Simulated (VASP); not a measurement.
Set up this calculation in VASP 6.6.1, as the native input.

| Property | Result |
| --- | --- |
| Task | relaxation of cell and atoms |
| Functional | PBE |
| Dispersion | D3(BJ) |
| Potentials or basis | VASP PAW PBE potentials, release 64 (Li_sv, Nb_sv, O) |
| Cutoff | 600 eV |
| k mesh | 6 × 6 × 6 |
| Occupations | gaussian, width 0.03 eV |
| Spin | no spin polarisation |
| Further INCAR settings | ALGO = Normal; EDIFF = 1e-07; IBRION = 2; EDIFFG = -0.005; NSW = 90; ISIF = 3 |

The structure of LiNbO3 lies in POSCAR:

```
LiNbO3                                  
1.0
    2.5629091190      1.4796962698      4.6217660162
   -2.5629091190      1.4796962698      4.6217660162
    0.0000000000     -2.9593925396      4.6217660162
  Li              Nb              O             
     2     2     6
Direct
     0.2815361689358478    0.2815361689358478    0.2815361689358478
     0.7815361689358478    0.7815361689358478    0.7815361689358478
     0.9999090785029578    0.9999090785029578    0.9999090785029578
     0.4999090785029581    0.4999090785029581    0.4999090785029581
     0.1054431333835559    0.3652324200353812    0.7196941991422566
     0.7196941991422566    0.1054431333835560    0.3652324200353811
     0.3652324200353811    0.7196941991422564    0.1054431333835560
     0.2196941991422564    0.8652324200353813    0.6054431333835560
     0.8652324200353811    0.6054431333835557    0.2196941991422565
     0.6054431333835560    0.2196941991422566    0.8652324200353811
```

The input as run:

INCAR

```
SYSTEM = LiNbO3
ALGO = Normal
EDIFF = 1E-7
EDIFFG = -0.005
ENCUT = 600
GGA = PE
IBRION = 2
ISIF = 3
ISMEAR = 0
IVDW = 12
KPAR = 4
LASPH = .TRUE.
LCHARG = .FALSE.
LREAL = .FALSE.
LWAVE = .FALSE.
NELM = 80
NSW = 90
PREC = Accurate
SIGMA = 0.03
```

KPOINTS

```
k-points
0
G
  6 6 6
  0 0 0
```

Potentials or basis: VASP PAW PBE potentials, release 64 (Li_sv, Nb_sv, O).

Command:

```bash
$ cat potpaw_PBE.64/Li_sv/POTCAR potpaw_PBE.64/Nb_sv/POTCAR potpaw_PBE.64/O/POTCAR > POTCAR
$ mpirun -np 4 vasp_std > vasp.out
```

It gave:

```yaml
Relaxed_volume: 10.51 Å³/atom
Relaxed_cell: a = 5.488 Å, b = 5.488 Å, c = 5.488 Å, α = 55.64°, β = 55.64°, γ = 55.64°
Space_group_after_relaxing_to_0.05_Å: R3c (No. 161)
Energy_gained_by_relaxing: 0.0 meV/atom
Ionic_steps: 13
Pressure_after_relaxing: 0.0 GPa
Band_gap_on_the_k_mesh: 3.57 eV, indirect (least direct gap 3.62 eV)
Dispersion_energy_per_atom: -0.231 eV
```

Caveat: the cutoff is under 1.25 times the usual one of these potentials, so pressure, stress and relaxed cells hold a basis-set (Pulay) error.

Run time: 6.1 min on 4 MPI ranks on Intel(R) Xeon(R) Platinum 8488C (Sapphire Rapids), with other jobs on the host, peak memory 0.43 GiB a rank.
